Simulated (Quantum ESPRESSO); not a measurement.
# Si/GaAs(110) interfaces, stepped through the in-plane cubic lattice constant, part 9 of 10

Wanted: a table for Si/GaAs(110) interfaces against the in-plane cubic lattice constant, and what can be fitted to it.

Quantum ESPRESSO 7.5; plane-wave DFT, LDA, GBRV ultrasoft pseudopotentials.

So far. Step 19 (Relaxing cell and ions, 5.644 Å):  The last row is no step: it is a fresh SCF in the final cell with a new plane-wave basis, +1 meV from the row before.

### 23. Variable-cell relaxation, 5.696 Å

System of this step: Si, held at a = 5.696 Å in the (110) plane. It takes space group Imma (No. 74, orthorhombic). The conventional cell has a = 3.669 Å, b = 4.028 Å, c = 5.696 Å, α = 90.00°, β = 90.00°, γ = 90.00°. Si has 4 Si at 2.32 to 2.47 Å nearest.

m7.first.relax.in

```
&control
  prefix = 'm7.first.relax'
  outdir = './out'
  pseudo_dir = './pseudo'
  nstep = 70
  forc_conv_thr = 0.0004
  calculation = 'vc-relax'
/
&system
  ibrav = 0
  nat = 4
  ntyp = 1
  ecutwfc = 48
  ecutrho = 240
  occupations = 'smearing'
  smearing = 'fd'
  degauss = 0.002
/
&electrons
  conv_thr = 1e-09
  mixing_beta = 0.4
  electron_maxstep = 120
/
&ions
/
&cell
  cell_dofree = 'z'
  press_conv_thr = 0.4
/
ATOMIC_SPECIES
  Si  28.0850  si_lda_v1.uspp.F.UPF
CELL_PARAMETERS angstrom
  5.69600000000000 0.00000000000000 0.00000000000000
  0.00000000000000 4.02768022563857 0.00000000000000
  0.00000000000000 0.00000000000000 3.66881391753418
ATOMIC_POSITIONS crystal
  Si  0.000000000000 0.000000000000 0.000000000000
  Si  0.250000000000 0.500000000000 0.000000000000
  Si  0.500000000000 0.500000000000 0.500000000000
  Si  0.750000000000 0.000000000000 0.500000000000
K_POINTS automatic
  3 4 4 0 0 0
```

Run with:

```sh
> OMP_NUM_THREADS=1 mpirun -n 4 pw.x -nk 2 -in m7.first.relax.in > m7.first.relax.out
```

The program printed:

```text
[banner, memory and clock lines left out]
Program PWSCF v.7.5 starts
[...]
Message from routine setup:
[...]
number of electrons       =        16.00
     number of Kohn-Sham states=           12
     kinetic-energy cutoff     =      48.0000  Ry
     charge density cutoff     =     240.0000  Ry
[...]
number of k points=    18  Fermi-Dirac smearing, width (Ry)=  0.0020
[...]
Dense  grid:    35667 G-vectors     FFT dimensions: (  54,  40,  36)
[...]
Starting wfcs are   16 randomized atomic wfcs
[...]
estimated scf accuracy    <       0.11594679 Ry
[...]
estimated scf accuracy    <       0.03102581 Ry
[...]
estimated scf accuracy    <       0.00091634 Ry
[...]
estimated scf accuracy    <       0.00039230 Ry
[...]
estimated scf accuracy    <       0.00001508 Ry
[...]
estimated scf accuracy    <       0.00000501 Ry
[...]
estimated scf accuracy    <       0.00000135 Ry
[...]
estimated scf accuracy    <       0.00000007 Ry
[...]
estimated scf accuracy    <          3.5E-09 Ry
[...]
the Fermi energy is     5.8749 ev
!    total energy              =     -38.48458438 Ry
     estimated scf accuracy    <          6.9E-11 Ry
     smearing contrib. (-TS)   =      -0.00004490 Ry
     internal energy E=F+TS    =     -38.48453948 Ry
[...]
one-electron contribution =       9.27982054 Ry
     hartree contribution      =       2.36401746 Ry
     xc contribution           =     -17.13096211 Ry
     ewald contribution        =     -32.99741536 Ry
     convergence has been achieved in  10 iterations
[...]
Total force =     0.050507     Total SCF correction =     0.000002
[...]
estimated scf accuracy    <       0.00026480 Ry
[...]
estimated scf accuracy    <       0.00003057 Ry
[...]
estimated scf accuracy    <       0.00000268 Ry
[...]
estimated scf accuracy    <       0.00000012 Ry
[...]
estimated scf accuracy    <          2.8E-09 Ry
[...]
the Fermi energy is     5.8082 ev
!    total energy              =     -38.48802624 Ry
     estimated scf accuracy    <          4.4E-10 Ry
     smearing contrib. (-TS)   =      -0.00010617 Ry
     internal energy E=F+TS    =     -38.48792007 Ry
[...]
one-electron contribution =       9.17512853 Ry
     hartree contribution      =       2.35762623 Ry
     xc contribution           =     -17.10074329 Ry
     ewald contribution        =     -32.91993154 Ry
     convergence has been achieved in   6 iterations
[...]
Total force =     0.021462     Total SCF correction =     0.000005
[...]
estimated scf accuracy    <       0.00017331 Ry
[...]
estimated scf accuracy    <       0.00002075 Ry
[...]
estimated scf accuracy    <       0.00000155 Ry
[...]
estimated scf accuracy    <       0.00000023 Ry
[...]
estimated scf accuracy    <          2.7E-09 Ry
[...]
the Fermi energy is     5.7535 ev
!    total energy              =     -38.48891334 Ry
     estimated scf accuracy    <          1.2E-10 Ry
     smearing contrib. (-TS)   =      -0.00011126 Ry
     internal energy E=F+TS    =     -38.48880208 Ry
[...]
one-electron contribution =       9.08612212 Ry
     hartree contribution      =       2.35495149 Ry
     xc contribution           =     -17.07776986 Ry
     ewald contribution        =     -32.85210584 Ry
     convergence has been achieved in   6 iterations
[...]
Total force =     0.002117     Total SCF correction =     0.000005
[...]
estimated scf accuracy    <       0.00000215 Ry
[...]
estimated scf accuracy    <       0.00000024 Ry
[...]
estimated scf accuracy    <       0.00000002 Ry
[...]
estimated scf accuracy    <          9.2E-10 Ry
[...]
estimated scf accuracy    <          3.0E-11 Ry
[...]
the Fermi energy is     5.7471 ev
!    total energy              =     -38.48892321 Ry
     estimated scf accuracy    <          2.5E-12 Ry
     smearing contrib. (-TS)   =      -0.00010817 Ry
     internal energy E=F+TS    =     -38.48881503 Ry
[...]
one-electron contribution =       9.07531301 Ry
     hartree contribution      =       2.35492475 Ry
     xc contribution           =     -17.07520714 Ry
     ewald contribution        =     -32.84384566 Ry
     convergence has been achieved in   6 iterations
[...]
Total force =     0.000017     Total SCF correction =     0.000001
[...]
number of electrons       =        16.00
     number of Kohn-Sham states=           12
     kinetic-energy cutoff     =      48.0000  Ry
     charge density cutoff     =     240.0000  Ry
[...]
number of k points=    18  Fermi-Dirac smearing, width (Ry)=  0.0020
[...]
Dense  grid:    36411 G-vectors     FFT dimensions: (  54,  40,  36)
[...]
Starting wfcs are   16 randomized atomic wfcs
[...]
estimated scf accuracy    <       0.11154710 Ry
[...]
estimated scf accuracy    <       0.02927468 Ry
[...]
estimated scf accuracy    <       0.00096212 Ry
[...]
estimated scf accuracy    <       0.00041759 Ry
[...]
estimated scf accuracy    <       0.00002941 Ry
[...]
estimated scf accuracy    <       0.00000703 Ry
[...]
estimated scf accuracy    <       0.00000317 Ry
[...]
estimated scf accuracy    <       0.00000002 Ry
[...]
estimated scf accuracy    <       0.00000001 Ry
[...]
estimated scf accuracy    <          9.4E-09 Ry
[...]
estimated scf accuracy    <          6.9E-10 Ry
[...]
estimated scf accuracy    <          1.5E-10 Ry
[...]
the Fermi energy is     5.7471 ev
!    total energy              =     -38.48892444 Ry
     estimated scf accuracy    <          2.0E-11 Ry
     smearing contrib. (-TS)   =      -0.00010817 Ry
     internal energy E=F+TS    =     -38.48881627 Ry
[...]
one-electron contribution =       9.07531306 Ry
     hartree contribution      =       2.35492345 Ry
     xc contribution           =     -17.07520712 Ry
     ewald contribution        =     -32.84384566 Ry
     convergence has been achieved in  13 iterations
[...]
Total force =     0.000017     Total SCF correction =     0.000003
[...]
```

The job ended after 20 s (4 MPI ranks of Arm Neoverse V1, shared host; peak memory 0.33 GiB; 78 s of CPU time).

Step by step:

```csv
step,energy less that of the first step (eV),largest force (eV/Å),volume (Å³)
1,0.0000,0.6493,84.17
2,-0.0468,0.2759,85.01
3,-0.0589,0.0272,85.68
4,-0.0590,0.0002,85.76
5,-0.0590,0.0002,85.76
```

```csv
cell as run,before,after,change
a (Å),5.696,5.696,+0.0 %
b (Å),4.028,4.028,+0.0 %
c (Å),3.669,3.738,+1.9 %
volume (Å³/atom),21.04,21.44,+1.9 %
```

The atoms that moved most (Å, as changes of fractional coordinates times the final cell):

```csv
atom,dx,dy,dz,length
Si4,-0.025,0.000,0.000,0.025
Si1,0.025,0.000,0.000,0.025
Si3,0.025,0.000,0.000,0.025
Si2,-0.025,0.000,0.000,0.025
```

The relaxed structure:

```xyz
4
Lattice="5.6960 0.0000 0.0000 0.0000 4.0277 0.0000 0.0000 0.0000 3.7381" Properties=species:S:1:pos:R:3 pbc="T T T"
Si    0.0245    0.0000    0.0000
Si    1.3995    2.0138    0.0000
Si    2.8725    2.0138    1.8690
Si    4.2475    0.0000    1.8690
```

 The last row is no step: it is a fresh SCF in the final cell with a new plane-wave basis, -0 meV from the row before.

This step gave:

```
free energy             : -523.6685 eV
energy at zero smearing : -523.6678 eV
Fermi energy            : 5.747 eV
```

### 24. SCF with pw.x, 5.696 Å

m7.first.bulk.in

```
&control
  prefix = 'm7.first.bulk'
  outdir = './out'
  pseudo_dir = './pseudo'
  calculation = 'scf'
  tprnfor = .true.
/
&system
  ibrav = 0
  nat = 4
  ntyp = 1
  ecutwfc = 40
  ecutrho = 200
  occupations = 'smearing'
  smearing = 'fd'
  degauss = 0.002
  nbnd = 12
/
&electrons
  conv_thr = 1e-09
  mixing_beta = 0.4
  electron_maxstep = 120
/
ATOMIC_SPECIES
  Si  28.0850  si_lda_v1.uspp.F.UPF
CELL_PARAMETERS angstrom
  5.69600000000000 0.00000000000000 0.00000000000000
  0.00000000000000 4.02768022600000 0.00000000000000
  0.00000000000000 0.00000000000000 3.73808009200000
ATOMIC_POSITIONS crystal
  Si  0.004308609600 0.000000000000 0.000000000000
  Si  0.245691438200 0.500000000000 0.000000000000
  Si  0.504308567200 0.500000000000 0.500000000000
  Si  0.745691385000 0.000000000000 0.500000000000
K_POINTS automatic
  6 8 8 0 0 0
```

Run with:

```sh
> OMP_NUM_THREADS=1 mpirun -n 4 pw.x -nk 4 -in m7.first.bulk.in > m7.first.bulk.out
```

The program printed:

```text
[banner, memory and clock lines left out]
Program PWSCF v.7.5 starts
[...]
Message from routine setup:
[...]
number of electrons       =        16.00
     number of Kohn-Sham states=           12
     kinetic-energy cutoff     =      40.0000  Ry
     charge density cutoff     =     200.0000  Ry
[...]
number of k points=   100  Fermi-Dirac smearing, width (Ry)=  0.0020
[...]
Dense  grid:    27657 G-vectors     FFT dimensions: (  50,  36,  32)
[...]
Starting wfcs are   16 randomized atomic wfcs
[...]
estimated scf accuracy    <       0.10518689 Ry
[...]
estimated scf accuracy    <       0.02857539 Ry
[...]
estimated scf accuracy    <       0.00071950 Ry
[...]
estimated scf accuracy    <       0.00019936 Ry
[...]
estimated scf accuracy    <       0.00000656 Ry
[...]
estimated scf accuracy    <       0.00000204 Ry
[...]
estimated scf accuracy    <       0.00000010 Ry
[...]
estimated scf accuracy    <       0.00000001 Ry
[...]
the Fermi energy is     5.7452 ev
!    total energy              =     -38.49951078 Ry
     estimated scf accuracy    <          4.5E-10 Ry
     smearing contrib. (-TS)   =      -0.00003578 Ry
     internal energy E=F+TS    =     -38.49947500 Ry
[...]
one-electron contribution =       9.06953672 Ry
     hartree contribution      =       2.34610042 Ry
     xc contribution           =     -17.07126648 Ry
     ewald contribution        =     -32.84384566 Ry
     convergence has been achieved in   9 iterations
[...]
Total force =     0.006162     Total SCF correction =     0.000007
[...]
```

It took 13 s on 4 MPI ranks; peak memory 0.34 GiB.

Read from the output:

```
free energy                          : -523.8125 eV
energy at zero smearing              : -523.8123 eV
Fermi energy                         : 5.745 eV
valence top, on the run's zero       : 5.721 eV
conduction bottom, on the run's zero : 5.766 eV
gap by band count                    : 0.04524 eV
```

### 25. Variable-cell relaxation, 5.696 Å

System of this step: GaAs, held at a = 5.696 Å in the (110) plane. It takes space group Imm2 (No. 44, orthorhombic). The conventional cell has a = 3.980 Å, b = 4.028 Å, c = 5.696 Å, α = 90.00°, β = 90.00°, γ = 90.00°. Nearest to Ga lie 4 As at 2.45 to 2.47 Å. Nearest to As lie 4 Ga at 2.45 to 2.47 Å. Farther neighbours are not listed.

m7.relax.in

```
&control
  prefix = 'm7.relax'
  outdir = './out'
  pseudo_dir = './pseudo'
  nstep = 70
  forc_conv_thr = 0.0004
  calculation = 'vc-relax'
/
&system
  ibrav = 0
  nat = 4
  ntyp = 2
  ecutwfc = 48
  ecutrho = 240
  occupations = 'smearing'
  smearing = 'fd'
  degauss = 0.002
/
&electrons
  conv_thr = 1e-09
  mixing_beta = 0.4
  electron_maxstep = 120
/
&ions
/
&cell
  cell_dofree = 'z'
  press_conv_thr = 0.4
/
ATOMIC_SPECIES
  Ga  69.7230  ga_lda_v1.4.uspp.F.UPF
  As  74.9216  as_lda_v1.uspp.F.UPF
CELL_PARAMETERS angstrom
  5.69600000000000 0.00000000000000 0.00000000000000
  0.00000000000000 4.02768022563857 0.00000000000000
  0.00000000000000 0.00000000000000 3.97975083095348
ATOMIC_POSITIONS crystal
  Ga  0.000000000000 0.000000000000 0.000000000000
  As  0.250000000000 0.500000000000 0.000000000000
  Ga  0.500000000000 0.500000000000 0.500000000000
  As  0.750000000000 0.000000000000 0.500000000000
K_POINTS automatic
  3 4 4 0 0 0
```

Run with:

```sh
> OMP_NUM_THREADS=1 mpirun -n 4 pw.x -nk 2 -in m7.relax.in > m7.relax.out
```

The program printed:

```text
[banner, memory and clock lines left out]
Program PWSCF v.7.5 starts
[...]
Message from routine setup:
[...]
number of electrons       =        48.00
     number of Kohn-Sham states=           29
     kinetic-energy cutoff     =      48.0000  Ry
     charge density cutoff     =     240.0000  Ry
[...]
number of k points=    18  Fermi-Dirac smearing, width (Ry)=  0.0020
[...]
Dense  grid:    38789 G-vectors     FFT dimensions: (  54,  40,  40)
[...]
Starting wfcs are   32 randomized atomic wfcs
[...]
estimated scf accuracy    <      13.19930996 Ry
[...]
estimated scf accuracy    <       1.59803351 Ry
[...]
estimated scf accuracy    <       0.15594050 Ry
[...]
estimated scf accuracy    <       0.00285860 Ry
[...]
estimated scf accuracy    <       0.00158102 Ry
[...]
estimated scf accuracy    <       0.00011467 Ry
[...]
estimated scf accuracy    <       0.00000489 Ry
[...]
estimated scf accuracy    <       0.00000031 Ry
[...]
estimated scf accuracy    <       0.00000028 Ry
[...]
estimated scf accuracy    <       0.00000003 Ry
[...]
the Fermi energy is     6.9814 ev
!    total energy              =    -909.64249264 Ry
     estimated scf accuracy    <          5.4E-10 Ry
     smearing contrib. (-TS)   =      -0.00003450 Ry
     internal energy E=F+TS    =    -909.64245814 Ry
[...]
one-electron contribution =    -816.63780796 Ry
     hartree contribution      =     423.29458146 Ry
     xc contribution           =    -157.73448534 Ry
     ewald contribution        =    -358.56474629 Ry
     convergence has been achieved in  11 iterations
[...]
Total force =     0.006104     Total SCF correction =     0.000020
[...]
estimated scf accuracy    <       0.00000128 Ry
[...]
estimated scf accuracy    <       0.00000021 Ry
[...]
estimated scf accuracy    <       0.00000002 Ry
[...]
estimated scf accuracy    <          3.2E-09 Ry
[...]
the Fermi energy is     7.0122 ev
!    total energy              =    -909.64258661 Ry
     estimated scf accuracy    <          1.7E-10 Ry
     smearing contrib. (-TS)   =      -0.00003269 Ry
     internal energy E=F+TS    =    -909.64255392 Ry
[...]
one-electron contribution =    -816.30656954 Ry
     hartree contribution      =     423.16117613 Ry
     xc contribution           =    -157.73836287 Ry
     ewald contribution        =    -358.75879764 Ry
     convergence has been achieved in   5 iterations
[...]
Total force =     0.004764     Total SCF correction =     0.000110
[...]
WARNING: bfgs curvature condition failed, Theta= 0.977
[...]
estimated scf accuracy    <       0.00000148 Ry
[...]
estimated scf accuracy    <       0.00000024 Ry
[...]
estimated scf accuracy    <       0.00000002 Ry
[...]
estimated scf accuracy    <          3.6E-09 Ry
[...]
estimated scf accuracy    <          2.0E-10 Ry
[...]
estimated scf accuracy    <          1.3E-11 Ry
[...]
the Fermi energy is     7.0471 ev
!    total energy              =    -909.64266301 Ry
     estimated scf accuracy    <          2.5E-12 Ry
     smearing contrib. (-TS)   =      -0.00003201 Ry
     internal energy E=F+TS    =    -909.64263100 Ry
[...]
one-electron contribution =    -815.94173650 Ry
     hartree contribution      =     423.01453141 Ry
     xc contribution           =    -157.74265511 Ry
     ewald contribution        =    -358.97277081 Ry
     convergence has been achieved in   7 iterations
[...]
Total force =     0.003540     Total SCF correction =     0.000001
[...]
estimated scf accuracy    <       0.00000335 Ry
[...]
estimated scf accuracy    <       0.00000055 Ry
[...]
estimated scf accuracy    <       0.00000005 Ry
[...]
estimated scf accuracy    <          8.9E-09 Ry
[...]
estimated scf accuracy    <          4.8E-10 Ry
[...]
estimated scf accuracy    <          3.9E-11 Ry
[...]
the Fermi energy is     7.1008 ev
!    total energy              =    -909.64273777 Ry
     estimated scf accuracy    <          5.2E-12 Ry
     smearing contrib. (-TS)   =      -0.00003273 Ry
     internal energy E=F+TS    =    -909.64270504 Ry
[...]
one-electron contribution =    -815.39212818 Ry
     hartree contribution      =     422.79363164 Ry
     xc contribution           =    -157.74911110 Ry
     ewald contribution        =    -359.29509739 Ry
     convergence has been achieved in   7 iterations
[...]
Total force =     0.001630     Total SCF correction =     0.000015
[...]
estimated scf accuracy    <       0.00000271 Ry
[...]
estimated scf accuracy    <       0.00000044 Ry
[...]
estimated scf accuracy    <       0.00000004 Ry
[...]
estimated scf accuracy    <          6.5E-09 Ry
[...]
estimated scf accuracy    <          3.6E-10 Ry
[...]
estimated scf accuracy    <          2.4E-11 Ry
[...]
the Fermi energy is     7.1496 ev
!    total energy              =    -909.64275774 Ry
     estimated scf accuracy    <          4.2E-12 Ry
     smearing contrib. (-TS)   =      -0.00003429 Ry
     internal energy E=F+TS    =    -909.64272345 Ry
[...]
one-electron contribution =    -814.89382815 Ry
     hartree contribution      =     422.59335162 Ry
     xc contribution           =    -157.75493768 Ry
     ewald contribution        =    -359.58730924 Ry
     convergence has been achieved in   7 iterations
[...]
Total force =     0.000067     Total SCF correction =     0.000006
[...]
number of electrons       =        48.00
     number of Kohn-Sham states=           29
     kinetic-energy cutoff     =      48.0000  Ry
     charge density cutoff     =     240.0000  Ry
[...]
number of k points=    18  Fermi-Dirac smearing, width (Ry)=  0.0020
[...]
Dense  grid:    38393 G-vectors     FFT dimensions: (  54,  40,  40)
[...]
Starting wfcs are   32 randomized atomic wfcs
[...]
estimated scf accuracy    <      14.50516989 Ry
[...]
estimated scf accuracy    <       2.03716806 Ry
[...]
estimated scf accuracy    <       0.21476681 Ry
[...]
estimated scf accuracy    <       0.00338765 Ry
[...]
estimated scf accuracy    <       0.00102261 Ry
[...]
estimated scf accuracy    <       0.00021372 Ry
[...]
estimated scf accuracy    <       0.00000205 Ry
[...]
estimated scf accuracy    <       0.00000265 Ry
[...]
estimated scf accuracy    <       0.00000136 Ry
[...]
estimated scf accuracy    <          3.2E-09 Ry
[...]
estimated scf accuracy    <          2.5E-09 Ry
[...]
estimated scf accuracy    <          3.4E-10 Ry
[...]
estimated scf accuracy    <          2.6E-11 Ry
[...]
the Fermi energy is     7.1496 ev
!    total energy              =    -909.64267052 Ry
     estimated scf accuracy    <          2.4E-12 Ry
     smearing contrib. (-TS)   =      -0.00003430 Ry
     internal energy E=F+TS    =    -909.64263623 Ry
[...]
one-electron contribution =    -814.89373641 Ry
     hartree contribution      =     422.59338852 Ry
     xc contribution           =    -157.75497909 Ry
     ewald contribution        =    -359.58730925 Ry
     convergence has been achieved in  14 iterations
[...]
Total force =     0.000067     Total SCF correction =     0.000006
[...]
```

The job ended after 64 s (4 MPI ranks; peak memory 0.37 GiB; 4.3 min of CPU time).

The steps of the relaxation:

```csv
step,energy less that of the first step (eV),largest force (eV/Å),volume (Å³)
1,0.0000,0.0785,91.30
2,-0.0013,0.0613,91.15
3,-0.0023,0.0455,90.99
4,-0.0033,0.0210,90.75
5,-0.0036,0.0009,90.53
6,-0.0024,0.0009,90.53
```

```csv
cell as run,before,after,change
a (Å),5.696,5.696,+0.0 %
b (Å),4.028,4.028,+0.0 %
c (Å),3.980,3.946,-0.8 %
volume (Å³/atom),22.83,22.63,-0.8 %
```

Final coordinates:

```cif
data_structure
_symmetry_space_group_name_H-M 'P 1'
_symmetry_Int_Tables_number 1
_cell_length_a 5.6960
_cell_length_b 4.0277
_cell_length_c 3.9461
_cell_angle_alpha 90.000
_cell_angle_beta 90.000
_cell_angle_gamma 90.000
_cell_volume 90.53
loop_
_atom_site_label
_atom_site_type_symbol
_atom_site_fract_x
_atom_site_fract_y
_atom_site_fract_z
_atom_site_occupancy
Ga1 Ga 0.00139 0.00000 0.00000 1
As2 As 0.24861 0.50000 0.00000 1
Ga3 Ga 0.50139 0.50000 0.50000 1
As4 As 0.74861 0.00000 0.50000 1
```

 The last row is no step: it is a fresh SCF in the final cell with a new plane-wave basis, +1 meV from the row before.

This step gave:

| Property | Result |
| --- | --- |
| free energy | -12376.3190 eV |
| energy at zero smearing | -12376.3188 eV |
| Fermi energy | 7.150 eV |

[end of part 9 of 10]

[Logs are printed without paths, hosts, clocks, repeated set-up lines and the standing remarks that a program may print on its own settings, such as how far it seeks lower states.]

[Hosts, paths, dates, database ids (printed as entryN), source tags and the programs' standing remarks are cut or masked in the printed files.]

[Maps of the electrostatic potential energy from Ansatz leave out the sawtooth potential of an applied field or a dipole correction, so their vacuum need not be flat; planar profiles and work functions include it.]
